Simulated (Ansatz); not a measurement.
HfN under changes of volume

One of the cells (11.482 Å³/atom); the others are scaled copies at fixed shape and fractional positions:

```xyz
2
Lattice="0.0000 2.2560 2.2560 2.2560 0.0000 2.2560 2.2560 2.2560 0.0000" Properties=species:S:1:pos:R:3 pbc="T T T"
Hf    0.0000    0.0000    0.0000
N     2.2560    2.2560    2.2560
```

```yaml
Program: Ansatz 0.2.0
Functional: PBE
Potentials_or_basis: Ansatz PAW
Cutoff: "420 eV (not typed: the program's choice for these potentials)"
k_mesh: 10 × 10 × 10
Occupations: fermi-dirac, width 0.05 eV
Spin: no spin polarisation
```

```tsv
volume (Å³/atom)	energy over the lowest point (meV/atom)	pressure (GPa)
10.793	75.36	27.0
11.023	?	?
11.252	19.15	12.7
11.482	5.36	6.6
11.712	0.00	1.1
11.941	2.10	-3.9
12.171	10.99	-8.4
```

**Question.** What does the run at 11.023 Å³/atom give?

**Answer.** Energy over the lowest point 42.08 meV/atom; pressure 19.5 GPa.

Worked out: A Birch-Murnaghan fit of order 3 (a polynomial in V^(-2/3)) to the other rows has its minimum at 11.76 Å³/atom with B0 = V·E''(V) = 262 GPa and B' = 4.3. It gives 42.05 meV/atom at 11.023 Å³/atom, against the run's 42.08, and -dE/dV = 19.5 GPa, against 19.5.

Energies are extrapolated to zero smearing.
